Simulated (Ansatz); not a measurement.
# Co (P6_3/mmc) in Ansatz: further runs

Runs on Co. Level: PBE. Tasks: single point.

Program: Ansatz 0.2.0. These are calculated values, not measurements. Logs are shortened: lines on timing, memory, paths and dates and some standing lists are left out, and cuts for length are marked.

## 1. Starting point

Symmetry: P6_3/mmc, No. 194, hexagonal system. Conventional cell: a = 2.472 Å, b = 2.472 Å, c = 4.021 Å, α = 90.00°, β = 90.00°, γ = 120.00°. Co (site symmetry -6m2) is surrounded by 12 Co at 2.47 Å.

## 2. Single point, PBE, collinear spin, ferromagnetic start

Input file input.yaml:

```yaml
crystal:
  lattice:
    - [2.4719999032, 0.0, 0.0]
    - [-1.2359999516, 2.1408147143, 0.0]
    - [0.0, 0.0, 4.02114408]
  atoms:
    - { symbol: Co, position: [0.6666666667, 0.3333333333, 0.75], spin: 2.0 }
    - { symbol: Co, position: [0.3333333333, 0.6666666667, 0.25], spin: 2.0 }
hamiltonian:
  xc: pbe
  pseudopotentials: { kind: paw }
magnetization:
  spin_polarized: true
kpoints:
  mp_grid: { grid: [12, 12, 7] }
scf:
  occupations: { method: gaussian, width: 0.021 }
output:
  forces: true
  stress: true
  eigenvalues: true
  write_density: true
  write_potential: true
  elf: true
  volumetric_format: npy
```

Potentials or basis: Ansatz PAW.

Started as:

```
$ ansatz run input.yaml --threads 2 --pin off --max-ram 5632MiB --backend cpu --events-out ev --progress --plain --runs-dir out
```

Standard output:

```text
Warning: RAYON_NUM_THREADS=2 ignored (pool sized by the plan → 2); use --threads N
Engine: ansatz 0.2.0, x86_64-unknown-linux-gnu
Pseudopotentials: kind: paw
Pseudopotential: Co, paw, valence charge 17, recommended cutoff 420 eV (normal), Co.paw.azcp
Functional definition: PBE
  parameter kappa = 0.804
  parameter beta = 0.06672455060314922
  exchange = pbe_x(kappa = kappa, mu = beta*pi^2/3)
  correlation = pbe_c(beta = beta)
Crystal: 2 atoms, lattice volume = 21.280 Å³
Basis set: ecut = 420 eV, 391 PW (Γ), exchange–correlation on 36×36×54 points (8 copies of the dense FFT grid, shifted against one another)
Bands: 23, of which v1, the nominal top of the filled ones, is band 17 counted from 1 (16 counted from 0)
Symmetry: 24 space group operations
Space group: P63/mmc (ITA 194), of the structure as read, at distance tolerance 2.8e-5 Å
Magnetic group: BNS 194.263 (UNI 1493), of the structure as read, at distance tolerance 2.8e-5 Å
k-points: 76 of 1008
Non-local potential: Co, projectors of the file, l = 0: 3, l = 1: 2, l = 2: 3, l = 3: 1
PAW form: soft (Blöchl's): semilocal exchange-correlation on the pseudo side does not see the compensation charge
PAW one-centre angular grid: Co, 590 points (default); XC on 64 Gauss nodes
Initial density: superposition of atomic densities (chi_scale 0.1, normalization cell)
Starting moments: Σ|m| = 4 μB on 2 of 2 sites
Initial wavefunctions: pseudopotential atomic-orbital guess
Functional: x = pbe(κ = 0.804, μ = 0.2195149727645171), c = pbe(β = 0.06672455060314922)
SCF iter   1: F=—  HF=-10251.648696 eV  |F-HF|=—  |Δ(HF+E_count)|=         —  Δρ=8.23e-2 (↑6.07e-2 ↓8.23e-2)  dr2=2.44e0  dr2_m=5.54e-2  M=3.464 μB ∫|m|=3.606 μB  β_m=0.30  ethr=3.10e-3  ⟨swp⟩=5.0  Hψ=13321  notcnv=0
Mixer restart at iter 1: flushing history
preconditioner: auto → none  [insulator: Δε(μ)=0.024 eV  Ē_g=9.276 eV  σ=0.021 eV  W_gap=0.55  n_scr=8 (ndim 8)  ℏωp=34.2 eV  f_vac=0.000  D(μ)=0.83/eV (n_scr^D=2)  ε∞_Penn≈14.6]
SCF iter   2: F=—  HF=-10250.654816 eV  |F-HF|=—  |Δ(HF+E_count)|=   9.94e-1  Δρ=3.34e-2 (↑3.34e-2 ↓1.22e-2)  dr2=1.30e-1  dr2_m=5.14e-2  M=3.447 μB ∫|m|=3.638 μB  β_m=0.28  ethr=3.10e-3  ⟨swp⟩=2.5  Hψ=7337  notcnv=0  defer=225
SCF iter   3: F=—  HF=-10251.205785 eV  |F-HF|=—  |Δ(HF+E_count)|=   5.51e-1  Δρ=1.87e-2 (↑1.87e-2 ↓9.75e-3)  dr2=1.55e-2  dr2_m=3.40e-2  M=3.444 μB ∫|m|=3.651 μB  β_m=0.60  ethr=3.82e-4  ⟨swp⟩=2.2  Hψ=6055  notcnv=0  defer=226
SCF iter   4: F=—  HF=-10252.177998 eV  |F-HF|=—  |Δ(HF+E_count)|=   9.72e-1  Δρ=1.84e-2 (↑7.02e-3 ↓1.84e-2)  dr2=6.85e-2  dr2_m=1.36e-2  M=3.274 μB ∫|m|=3.564 μB  β_m=0.57  ethr=4.55e-5  ⟨swp⟩=2.8  Hψ=7394  notcnv=0  defer=222
SCF iter   5: F=—  HF=-10252.195475 eV  |F-HF|=—  |Δ(HF+E_count)|=   1.75e-2  Δρ=1.20e-2 (↑5.89e-3 ↓1.20e-2)  dr2=3.38e-2  dr2_m=5.47e-3  M=3.268 μB ∫|m|=3.559 μB  β_m=0.58  ethr=4.55e-5  ⟨swp⟩=2.2  Hψ=5285  notcnv=0  defer=222
SCF iter   6: F=—  HF=-10252.274983 eV  |F-HF|=—  |Δ(HF+E_count)|=   7.95e-2  Δρ=1.41e-3 (↑1.41e-3 ↓1.24e-3)  dr2=8.44e-5  dr2_m=3.12e-4  M=3.233 μB ∫|m|=3.537 μB  β_m=0.60  ethr=4.55e-5  ⟨swp⟩=2.3  Hψ=7059  notcnv=0  defer=222
SCF iter   7: F=—  HF=-10252.291884 eV  |F-HF|=—  |Δ(HF+E_count)|=   1.69e-2  Δρ=1.93e-3 (↑1.93e-3 ↓1.32e-3)  dr2=4.34e-5  dr2_m=5.12e-4  M=3.215 μB ∫|m|=3.529 μB  β_m=0.60  ethr=2.48e-7  ⟨swp⟩=2.5  Hψ=7678  notcnv=0  defer=221
SCF iter   8: F=-10252.291762 eV  HF=-10252.291355 eV  |F-HF|=4.07e-4  |Δ(HF+E_count)|=   5.29e-4  Δρ=5.28e-3 (↑5.28e-3 ↓5.15e-3)  dr2=5.79e-5  dr2_m=5.25e-3  M=3.220 μB ∫|m|=3.530 μB  β_m=0.60  ethr=1.28e-7  ⟨swp⟩=2.0  Hψ=6128  notcnv=0  defer=220
SCF iter   9: F=-10252.291889 eV  HF=-10252.291891 eV  |F-HF|=1.64e-6  |Δ(HF+E_count)|=   5.36e-4  Δρ=3.24e-4 (↑3.24e-4 ↓2.83e-4)  dr2=3.92e-7  dr2_m=1.77e-5  M=3.216 μB ∫|m|=3.529 μB  β_m=0.49  ethr=1.28e-7  ⟨swp⟩=2.0  Hψ=6223  notcnv=0  defer=221
SCF iter  10: F=-10252.291889 eV  HF=-10252.291890 eV  |F-HF|=3.14e-7  |Δ(HF+E_count)|=   1.04e-6  Δρ=1.72e-4 (↑1.72e-4 ↓1.57e-4)  dr2=3.23e-8  dr2_m=5.27e-6  M=3.216 μB ∫|m|=3.529 μB  β_m=0.66  ethr=1.15e-9  ⟨swp⟩=2.0  Hψ=4351  notcnv=0  defer=221
SCF iter  11: F=-10252.291889 eV  HF=-10252.291889 eV  |F-HF|=3.28e-9  |Δ(HF+E_count)|=   2.54e-7  Δρ=8.44e-6 (↑5.77e-6 ↓8.44e-6)  dr2=4.39e-9  dr2_m=7.14e-9  M=3.216 μB ∫|m|=3.529 μB  β_m=0.65  ethr=9.51e-11  ⟨swp⟩=2.0  Hψ=5912  notcnv=0  defer=221
SCF iter  12: F=-10252.291889 eV  HF=-10252.291889 eV  |F-HF|=3.87e-9  |Δ(HF+E_count)|=   9.10e-9  Δρ=5.87e-6 (↑2.15e-6 ↓5.87e-6)  dr2=5.41e-9  dr2_m=8.33e-10  M=3.216 μB ∫|m|=3.529 μB  ethr=1.29e-11  ⟨swp⟩=7.2  Hψ=19089  notcnv=0
SCF 1 converged in 12 iterations: F = -10252.291889 eV  dr2 = 5.41e-9
at 1 of the mixer's solves, the last at iteration 7, it left a direction of its history that read negative out of its fit and stepped the other way along it
SCF converged after 12 iterations
Magnetization: 3.2158 μB (18.6079 up, 15.3921 down)
Absolute magnetization: 3.5306 μB (∫|ρ↑−ρ↓|, with the PAW one-centre terms)
Spin contamination: 0.0533 ħ² per cell (⟨S²⟩ above its minimum at these occupations)
Per-site moments (μB) at R_I (Å): [(1.6802563061844193, 1.017072079847606), (1.680256306184419, 1.017072079847606)]
Free energy (F): -10252.291889 eV
Harris-Foulkes:  -10252.291889 eV  (|F-HF|=3.87e-9)
Internal energy: -10252.291439 eV  (E = F + TS)
E sigma→0 (E₀):  -10252.291664 eV
Entropy (-TS):   -0.000451 eV (-0.225 meV/atom)
Fermi energy:    19.130669 eV
--- Per-component energies (eV) ---
  E_band       = -473.603404
  E_kinetic    = 908.554158
  E_local      = -5609.096893  (includes V_loc(G=0)·N_el)
  E_nonlocal   = 908.172669
  E_hartree    = 2353.543026
  E_xc         = -318.479787
  E_vxc        = -411.014531  (∫ρ·V_xc dr)
  E_paw        = -3030.431721  (= ΣΔE_a)
  E_vpaw       = -977.311425  (= ΣTr[D̂ρ^β])
  E_aug_tail   = 0.000156  (compensation charges beyond the density's cutoff)
  E_ewald      = -5464.553046
  E_smearing   = -0.000451  (= −TS)
  E_closure    = -0.000000  (closes the sum)
  Σ components = -10252.291889   (vs F -10252.291889, Δ=0.00e0)
--- Forces (eV/Å), atoms counted from 1 ---
  atom   1  Co     0.00000000    -0.00000000     0.00000000
  atom   2  Co     0.00000000     0.00000000     0.00000000
  max |Σ_I F_I| component: 2.31e-18 eV/Å
--- Stress (GPa, compression-positive) ---
        5.859782       0.000000       0.000000
        0.000000       5.859782       0.000000
        0.000000       0.000000       2.466942
  P = ⅓ Tr σ = 4.7288 GPa (47.288 kbar)
--- Band table (eV; the first three rows and the last of 152) ---
  k-point 0 ↑: bands = ["-76.9392", "-76.8784", "-40.3442", "-40.0440", "-40.0440", "-39.9956", "-39.9944", "-39.9944", "9.9948", "13.8489", "16.4523", "16.5067", "16.5067", "16.8261", "16.8261", "17.2176", "17.2176", "18.3417", "18.3417", "18.8814", "25.5212", "41.1373", "43.7811"]
  k-point 1 ↑: bands = ["-76.9362", "-76.8814", "-40.3272", "-40.0416", "-40.0416", "-40.0131", "-39.9969", "-39.9969", "10.2021", "13.7998", "16.3986", "16.4572", "16.4572", "16.7709", "16.7709", "17.3412", "17.3412", "18.1337", "18.3290", "18.3290", "26.6792", "41.0326", "42.7768"]
  k-point 2 ↑: bands = ["-76.9278", "-76.8899", "-40.2794", "-40.0621", "-40.0347", "-40.0347", "-40.0038", "-40.0038", "10.8041", "13.5244", "16.2640", "16.3971", "16.3971", "16.6389", "16.6389", "16.9025", "17.6079", "17.6079", "18.2683", "18.2683", "29.2524", "39.2108", "41.4427"]
  k-point 75 ↓: bands = ["-74.8058", "-74.8058", "-38.2731", "-38.2731", "-38.2103", "-38.1853", "-38.0498", "-38.0498", "16.3971", "16.4738", "16.5037", "16.5037", "17.3526", "17.3526", "18.8392", "19.1066", "20.2628", "20.2628", "25.5548", "25.5548", "26.6688", "27.9204", "29.6225"]
```

Run time: 7 s. Hardware: 2 threads of Intel Xeon at 2.70GHz, shared host; peak memory 0.39 GiB.

What came out:

| Property | Result |
| --- | --- |
| Free energy | -10252.2919 eV |
| Pressure | 4.7 GPa |
| Band gap on the k mesh | none (metal or under the smearing width) |
| Net moment | 3.22 μB per cell |
| Absolute moment | 3.53 μB per cell |
| Site moments | Co +1.68 μB |

Stress tensor (GPa, compression positive):
```
5.86 0.00 0.00
0.00 5.86 0.00
0.00 0.00 2.47
```

## 3. Single point, PBE, collinear spin, ferromagnetic start

input.yaml: that of step 2 with these lines changed.

```diff
@@ -16,3 +16,3 @@
 scf:
-  occupations: { method: gaussian, width: 0.021 }
+  occupations: { method: gaussian, width: 0.022 }
 output:
@@ -21,5 +21 @@
   eigenvalues: true
-  write_density: true
-  write_potential: true
-  elf: true
-  volumetric_format: npy
```

Potentials or basis: Ansatz PAW.

Started as:

```
$ ansatz run input.yaml --threads 2 --pin off --max-ram 5632MiB --backend cpu --events-out ev --progress --plain --runs-dir out
```

It took 5.5 s on 2 threads of Intel Xeon at 2.70GHz, shared host; peak memory 0.38 GiB.

The run converged. Its results:

```yaml
Free_energy: -10252.2919 eV
Pressure: 4.7 GPa
Band_gap_on_the_k_mesh: none (metal or under the smearing width)
Net_moment: 3.22 μB per cell
Absolute_moment: 3.53 μB per cell
Site_moments: Co +1.68 μB
```

Stress tensor (GPa, compression positive):
```
5.85 0.00 0.00
0.00 5.85 0.00
0.00 0.00 2.47
```

Levels at points of the mesh, in eV from the Fermi level:
Spin up:
| k point | band 16 | band 17 | band 18 | band 19 | band 20 | band 21 | band 22 | band 23 |
| --- | --- | --- | --- | --- | --- | --- | --- | --- |
| (0.00, 0.00, 0.00) | -1.91 | -1.91 | -0.79 | -0.79 | -0.25 | 6.39 | 22.01 | 24.65 |
| (0.00, -0.50, 0.00) | -0.64 | -0.56 | -0.49 | 1.34 | 3.39 | 9.71 | 10.36 | 12.79 |
Spin down:
```csv
k point,band 12,band 13,band 14,band 15,band 16,band 17,band 18,band 19
"(0.00, 0.00, 0.00)",-0.98,-0.98,-0.60,-0.60,-0.31,-0.14,-0.14,1.11
"(0.00, -0.50, 0.00)",-1.93,-1.12,-1.09,-0.65,1.27,1.37,1.44,2.62
```

## 4. Single point, PBE, collinear spin, ferromagnetic start

input.yaml: that of step 3 with these lines changed.

```diff
@@ -16,3 +16,3 @@
 scf:
-  occupations: { method: gaussian, width: 0.022 }
+  occupations: { method: gaussian, width: 0.023 }
 output:
@@ -21 +21,5 @@
   eigenvalues: true
+  write_density: true
+  write_potential: true
+  elf: true
+  volumetric_format: npy
```

Potentials or basis: Ansatz PAW.

Started as:

```
$ ansatz run input.yaml --threads 2 --pin off --max-ram 5632MiB --backend cpu --events-out ev --progress --plain --runs-dir out
```

Standard output:

```text
Warning: RAYON_NUM_THREADS=2 ignored (pool sized by the plan → 2); use --threads N
[... 8 set-up lines as earlier in the session ...]
Crystal: 2 atoms, lattice volume = 21.280 Å³
Basis set: ecut = 420 eV, 391 PW (Γ), exchange–correlation on 36×36×54 points (8 copies of the dense FFT grid, shifted against one another)
Bands: 23, of which v1, the nominal top of the filled ones, is band 17 counted from 1 (16 counted from 0)
[... 1 set-up line as earlier in the session ...]
[... 49 lines left out ...]
  E_ewald      = -5464.553046
  E_smearing   = -0.000555  (= −TS)
  E_closure    = -0.000000  (closes the sum)
  Σ components = -10252.291935   (vs F -10252.291935, Δ=0.00e0)
--- Forces (eV/Å), atoms counted from 1 ---
  atom   1  Co     0.00000000    -0.00000000     0.00000000
  atom   2  Co     0.00000000     0.00000000     0.00000000
  max |Σ_I F_I| component: 0.00e0 eV/Å
--- Stress (GPa, compression-positive) ---
        5.844926       0.000000       0.000000
       -0.000000       5.844926       0.000000
        0.000000       0.000000       2.477487
  P = ⅓ Tr σ = 4.7224 GPa (47.224 kbar)
--- Band table (eV; the first three rows and the last of 152) ---
  k-point 0 ↑: bands = ["-76.9391", "-76.8783", "-40.3441", "-40.0439", "-40.0439", "-39.9955", "-39.9943", "-39.9943", "9.9949", "13.8491", "16.4525", "16.5069", "16.5069", "16.8262", "16.8262", "17.2176", "17.2176", "18.3417", "18.3417", "18.8814", "25.5213", "41.1374", "43.7812"]
  k-point 1 ↑: bands = ["-76.9361", "-76.8813", "-40.3271", "-40.0414", "-40.0414", "-40.0131", "-39.9968", "-39.9968", "10.2021", "13.8000", "16.3988", "16.4573", "16.4573", "16.7710", "16.7710", "17.3412", "17.3412", "18.1338", "18.3290", "18.3290", "26.6793", "41.0326", "42.7768"]
  k-point 2 ↑: bands = ["-76.9277", "-76.8898", "-40.2794", "-40.0620", "-40.0346", "-40.0346", "-40.0037", "-40.0037", "10.8042", "13.5245", "16.2642", "16.3972", "16.3972", "16.6390", "16.6390", "16.9026", "17.6079", "17.6079", "18.2683", "18.2683", "29.2526", "39.2109", "41.4428"]
  k-point 75 ↓: bands = ["-74.8061", "-74.8061", "-38.2734", "-38.2734", "-38.2107", "-38.1856", "-38.0501", "-38.0501", "16.3969", "16.4736", "16.5035", "16.5035", "17.3524", "17.3524", "18.8389", "19.1063", "20.2625", "20.2625", "25.5546", "25.5546", "26.6686", "27.9202", "29.6224"]
```

It took 6.6 s on 2 threads of Intel Xeon at 2.70GHz, shared host; peak memory 0.38 GiB.

What came out:

```
Free energy            : -10252.2919 eV
Pressure               : 4.7 GPa
Band gap on the k mesh : none (metal or under the smearing width)
Net moment             : 3.22 μB per cell
Absolute moment        : 3.53 μB per cell
Site moments           : Co +1.68 μB
```

Stress tensor (GPa, compression positive):
```
5.84 0.00 0.00
0.00 5.84 0.00
0.00 0.00 2.48
```

## 5. Overview

| smearing | gap on the mesh (eV) | pressure (GPa) | moment (μB) |
| --- | --- | --- | --- |
| gaussian 0.021 eV | none | 4.7 | 3.22 |
| gaussian 0.022 eV | none | 4.7 | 3.22 |
| gaussian 0.023 eV | none | 4.7 | 3.22 |

Alike in all rows: task single point; level PBE; potentials or basis Ansatz PAW; spin collinear, ferromagnetic start; cell as given; k mesh 12 × 12 × 7; cutoff (eV) 420.

Every run on the cell as given and a fine mesh finds a metal.

Absolute energies hang on the potentials; compare differences alone.
